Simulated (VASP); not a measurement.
The system is Ga.

```
Ga
1.0
    -2.54644    2.54644    1.39007
     2.54644   -2.54644    1.39007
     2.54644    2.54644   -1.39007
Ga
2
Cartesian
  0.0000 0.0000 0.0000
  0.0000 2.5464 0.6950
```

The cell was built by a generator and needn't be a form met in nature.

```yaml
Program: VASP 6.6.1
Task: relaxation of cell and atoms
Functional: PBEsol
Potentials_or_basis: VASP PAW PBE potentials, release 64 (Ga_d)
Cutoff: 600 eV
k_mesh: 14 × 14 × 14
Occupations: gaussian, width 0.03 eV
Spin: no spin polarisation
```

At the start: pressure 1.2 GPa; volume 18.03 Å³/atom.

**Question.** Where does the relaxation end?

**Answer.** Over 8 steps the energy falls by 4.6 meV/atom and the volume is 18.35 Å³/atom (+1.8 %); space group I4_1/amd (No. 141, to 0.05 Å).

Step by step:
| step | energy change (eV) | largest force (eV/Å) | pressure (GPa) | volume (Å³) |
| --- | --- | --- | --- | --- |
| 1 | 0.0000 | 0.0000 | 1.25 | 36.05 |
| 2 | -0.0059 | 0.0000 | -0.07 | 36.79 |
| 3 | -0.0061 | 0.0000 | -0.11 | 36.89 |
| 4 | -0.0064 | 0.0000 | -0.44 | 37.10 |
| 5 | -0.0083 | 0.0000 | -0.26 | 36.94 |
| 6 | -0.0087 | 0.0000 | -0.13 | 36.87 |
| 7 | -0.0091 | 0.0000 | 0.10 | 36.71 |
| 8 | -0.0092 | 0.0000 | -0.02 | 36.70 |

Final structure:
```xyz
2
Lattice="-2.5969 2.5969 1.3604 2.5969 -2.5969 1.3604 2.5969 2.5969 -1.3604" Properties=species:S:1:pos:R:3 pbc="T T T"
Ga   -2.5969    2.5969    1.3604
Ga    0.0000    2.5969    0.6802
```

Caveat: the PAW data sets were made with another functional, which shifts forces and pressure a little.
